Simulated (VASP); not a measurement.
# Pd (Im-3m) in VASP: a series of runs, part 2 of 2

VASP 6.6.1.

## 5. Single point, PBE

INCAR reads:

```
SYSTEM = Pd
PREC = Accurate ; ENCUT = 400
EDIFF = 1E-6 ; ISMEAR = 0
SIGMA = 0.1 ; LREAL = .FALSE.
LASPH = .TRUE. ; NELM = 100
ALGO = Normal ; ISIF = 2
LWAVE = .FALSE. ; LCHARG = .FALSE.
GGA = PE ; ADDGRID = .FALSE.
```

KPOINTS reads:

```
Automatic mesh
0
G
  7 7 7
  0 0 0
```

POSCAR reads:

```
Pd
1.0
   -1.5345420000      1.5703810000      1.5719130000
    1.5565800000     -1.5514420000      1.5750130000
    1.5718420000      1.5887420000     -1.5529740000
Pd
1
Direct
    0.0275280000      0.0634310000      0.0341390000
```

Potentials or basis: VASP PAW PBE potentials, release 64 (Pd).

Launch:

```bash
$ cat potpaw_PBE.64/Pd/POTCAR > POTCAR
$ mpirun -np 1 vasp_std > vasp.out
```

OUTCAR:

```text
SYSTEM = Pd
   PREC = Accurate
   ENCUT = 400
   EDIFF = 1E-6
   ISMEAR = 0
   LREAL = .FALSE.
   LASPH = .TRUE.
   NELM = 100
   ISIF = 2
   GGA = PE

 Found    172 irreducible k-points:

 Following reciprocal coordinates:
            Coordinates               Weight
  0.000000  0.000000  0.000000      1.000000
  0.142857  0.000000 -0.000000      2.000000
  0.285714  0.000000 -0.000000      2.000000
  0.428571  0.000000 -0.000000      2.000000
 -0.000000  0.142857 -0.000000      2.000000
  0.142857  0.142857 -0.000000      2.000000
   k-points           NKPTS =    172   k-points in BZ     NKDIM =    172   number of bands    NBANDS=      9
   number of dos      NEDOS =    301   number of ions     NIONS =      1
   total plane-waves  NPLWV =   5832
   dimension x,y,z NGX =    18 NGY =   18 NGZ =   18
   dimension x,y,z NGXF=    36 NGYF=   36 NGZF=   36
   ions per type =               1
   NGX,Y,Z   is equivalent  to a cutoff of  11.08, 11.07, 11.00 a.u.
   NGXF,Y,Z  is equivalent  to a cutoff of  22.16, 22.13, 21.99 a.u.
 SYSTEM =  Pd
   PREC   = accura    normal or accurate (medium, high low for compatibility)
   ISTART =      0    job   : 0-new  1-cont  2-samecut
   ICHARG =      2    charge: 1-file 2-atom 10-const
   ISPIN  =      1    spin polarized calculation?
   LNONCOLLINEAR =      F non collinear calculations
   LSORBIT =      F    spin-orbit coupling
   LASPH  =      T    aspherical Exc in radial PAW
   ENCUT  =  400.0 eV  29.40 Ry    5.42 a.u.   4.40  4.41  4.44*2*pi/ulx,y,z
   NELM   =    100;   NELMIN=  2; NELMDL= -5     # of ELM steps
   EDIFF  = 0.1E-05   stopping-criterion for ELM
   LREAL  =      F    real-space projection
   EDIFFG = 0.1E-04   stopping-criterion for IOM
   NSW    =      0    number of steps for IOM
   IBRION =     -1    ionic relax: 0-MD 1-quasi-New 2-CG
   NFREE  =      0    steps in history (QN), initial steepest desc. (CG)
   ISIF   =      2    stress and relaxation
   ISYM   =      2    0-nonsym 1-usesym 2-fastsym
   POTIM  = 0.5000    time-step for ionic-motion
   TEBEG  =    0.0;   TEEND  =   0.0 temperature during run
   PSTRESS=    0.0 pullay stress
   NELECT =      10.0000    total number of electrons
   NUPDOWN=      -1.0000    fix difference up-down
   EMIN   =  10.00;   EMAX   =-10.00  energy-range for DOS
   EFERMI =   0.00;   METHOD = LEGACY
   ISMEAR =     0;   SIGMA  =   0.10  broadening in eV -4-tet -1-fermi 0-gaus
   EFERMI_NEDOS =   21; number of points for ismear=-14 and -15
   IALGO  =     38    algorithm
   IMIX   =      4    mixing-type and parameters
     AMIX     =   0.40;   BMIX     =  1.00
     AMIX_MAG =   1.60;   BMIX_MAG =  1.00
  volume/ion in A,a.u.               =      15.55       104.92
  Fermi-wavevector in a.u.,A,eV,Ry     =   1.413160  2.670485 27.171118  1.997021
  Thomas-Fermi vector in A             =   2.534834
   LORBIT       =      0    0 simple, 1 ext, 2 COOP (PROOUT), +10 PAW based schemes
   GGA     = PE    functional components
   LHFCALC =     F    Hartree Fock is set to
   AEXX    =    0.0000 exact exchange contribution
   IVDW    =     0    specifies the selected vdW correction
   LEPSILON=     F    determine dielectric tensor
   LRPA    =     F    only Hartree local field effects (RPA)
 non-spin polarized calculation
 Gauss-broadening in eV      SIGMA  =   0.10
  energy-cutoff  :      400.00
  volume of cell :       15.55
 maximum number of plane-waves:       301
 NGX is ok and might be reduce to    18
   NGX =  9   NGY =  9   NGZ =  9

 number of electron      10.0000001 magnetization

 Free energy of the ion-electron system (eV)
  ---------------------------------------------------
  ext. energy  EPLUGINS =         0.00000000
  ---------------------------------------------------
  free energy    TOTEN  =        -5.17808657 eV

  energy without entropy =       -5.16742014  energy(sigma->0) =       -5.17275336

 E-fermi :   8.9816     XC(G=0): -12.8478

 val. band max:        8.9800438456   @ k =   0.2857  -0.1429   0.1429
 cond. band min:       8.9816199787   @ k =   0.4286   0.4286   0.2857
 fundamental gap:      0.0015761331
 Fermi energy:         8.9816144261

 k-point     1 :       0.0000    0.0000    0.0000
  band No.  band energies     occupation
      1       2.1911      2.00000
      2       6.0628      2.00000
      3       6.1580      2.00000
      4       6.4070      2.00000
      5       8.0286      2.00000
      6       8.1017      2.00000
      7      27.9458      0.00000
      8      28.0920      0.00000
      9      28.5300      0.00000
[... 49 lines left out ...]
 k-point     6 :       0.1429    0.1429   -0.0000
  band No.  band energies     occupation
      1       4.0038      2.00000
      2       5.7891      2.00000
      3       5.8316      2.00000
      4       7.6616      2.00000
      5       7.8961      2.00000
      6       8.3098      2.00000
      7      25.2478      0.00000
      8      25.4605      0.00000
      9      29.0975      0.00000

 [... further k-points ...]

------------------------ aborting loop because EDIFF is reached ----------------------------------------

  FORCE on cell =-STRESS in cart. coord.  units (eV):
  Direction    XX          YY          ZZ          XY          YZ          ZX
  --------------------------------------------------------------------------------------
  -------------------------------------------------------------------------------------
  Total       -0.1870835     -0.0624690     -0.1070457     -0.1890887     -0.0908139     -0.1042523
  in kB      -19.2794901     -6.4376083    -11.0313666    -19.4861304     -9.3586291    -10.7434918
  external PRESSURE =     -12.2494883 kB  Pullay stress =       0.0000000 kB

 VOLUME and BASIS-vectors are now :
 -----------------------------------------------------------------------------
  energy-cutoff  :      400.00
  volume of cell :       15.55
      direct lattice vectors                 reciprocal lattice vectors
    -1.534542000  1.570381000  1.571913000    -0.005977961  0.314720194  0.315918219
     1.556580000 -1.551442000  1.575013000     0.317494029 -0.005640589  0.315580949
     1.571842000  1.588742000 -1.552974000     0.315948875  0.312837667 -0.004095334

 POSITION                                       TOTAL-FORCE (eV/Angst)
 -----------------------------------------------------------------------------------
      0.11015     -0.00094      0.09016         0.000000     -0.000000      0.000000
 -----------------------------------------------------------------------------------
    total drift:                                0.000015      0.000015      0.000016

  FREE ENERGIE OF THE ION-ELECTRON SYSTEM (eV)
  ---------------------------------------------------
  free  energy   TOTEN  =        -5.1780865735 eV

  energy  without entropy=       -5.1674201426  energy(sigma->0) =       -5.17275336
```

OSZICAR:

```text
N       E                     dE             d eps       ncg     rms          rms(c)
DAV:   1     0.305654477146E+02    0.30565E+02   -0.45254E+03  3160   0.824E+02
DAV:   2    -0.513383420555E+01   -0.35699E+02   -0.34582E+02  3258   0.169E+02
DAV:   3    -0.542212071414E+01   -0.28829E+00   -0.28792E+00  3450   0.179E+01
DAV:   4    -0.542361497415E+01   -0.14943E-02   -0.14942E-02  3479   0.123E+00
DAV:   5    -0.542363326230E+01   -0.18288E-04   -0.18288E-04  3409   0.122E-01    0.662E+00
DAV:   6    -0.518830236310E+01    0.23533E+00   -0.13061E+00  3167   0.102E+01    0.329E+00
DAV:   7    -0.518111359480E+01    0.71888E-02   -0.30116E-03  3296   0.651E-01    0.186E+00
DAV:   8    -0.517807756056E+01    0.30360E-02   -0.10758E-03  3378   0.239E-01    0.198E-02
DAV:   9    -0.517808325653E+01   -0.56960E-05   -0.13463E-05  3943   0.395E-02    0.105E-02
DAV:  10    -0.517808656746E+01   -0.33109E-05   -0.15712E-06  3331   0.141E-02    0.216E-03
DAV:  11    -0.517808657348E+01   -0.60204E-08   -0.10503E-07  1709   0.384E-03
   1 F= -.51780866E+01 E0= -.51727534E+01  d E =-.106664E-01
```

stdout:

```text
POSCAR found type information on POSCAR Pd
 POSCAR found :  1 types and       1 ions
 scaLAPACK will be used
 LDA part: xc-table for (Slater+PW92), standard interpolation
 POSCAR, INCAR and KPOINTS ok, starting setup
 FFT: planning ... GRIDC
 FFT: planning ... GRID_SOFT
 FFT: planning ... GRID
 WAVECAR not read
 entering main loop
```

Wall time 16 s (1 thread of Intel Xeon Platinum 8375C at 2.90GHz (Ice Lake), shared host); peak memory 0.13 GiB.

These settings aren't checked as converged: the numbers below hold their error.

What came out:

| Property | Result |
| --- | --- |
| Free energy | -5.1781 eV |
| Pressure | -1.2 GPa |
| Band gap on the k mesh | none (metal or under the smearing width) |

Caveat: the k mesh is coarse (spacing up to 0.40 Å⁻¹), so the values aren't converged.

## 6. For comparison

An earlier run on the cell as given: functional PBEsol; potentials or basis VASP PAW PBE potentials, release 64 (Pd); cutoff 520 eV; k mesh 12 × 12 × 12; occupations fermi-dirac, width 0.05 eV; no spin polarisation.

* Pressure: -10.3 GPa
* Band gap on the k mesh: none (metal or under the smearing width)
